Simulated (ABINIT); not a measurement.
Crystal: Rh.

```
CELL_PARAMETERS angstrom
0.00000 1.89785 1.89785
1.89785 0.00000 1.89785
1.89785 1.89785 0.00000
ATOMIC_POSITIONS crystal
Rh 0.00000 0.00000 0.00000
```

Base run:

```yaml
Program: ABINIT 10.8.3 (patched build)
Functional: PBEsol
Potentials_or_basis: PseudoDojo NC SR PBEsol v0.4.1 standard
Cutoff: 1088 eV
k_mesh: 12 × 12 × 12, with 4 shifts
Occupations: fermi-dirac, width 0.1 eV
Spin: no spin polarisation
```

Its results: pressure -3.9 GPa.

**Question.** The run is repeated on the same cell with these changes: occupations from fermi-dirac, width 0.1 eV to cold (ABINIT), width 0.136 eV; bands in the sums from 16 to 20. What comes out?

**Answer.** Pressure -4.4 GPa.

Not every run made on this cell is shown here.
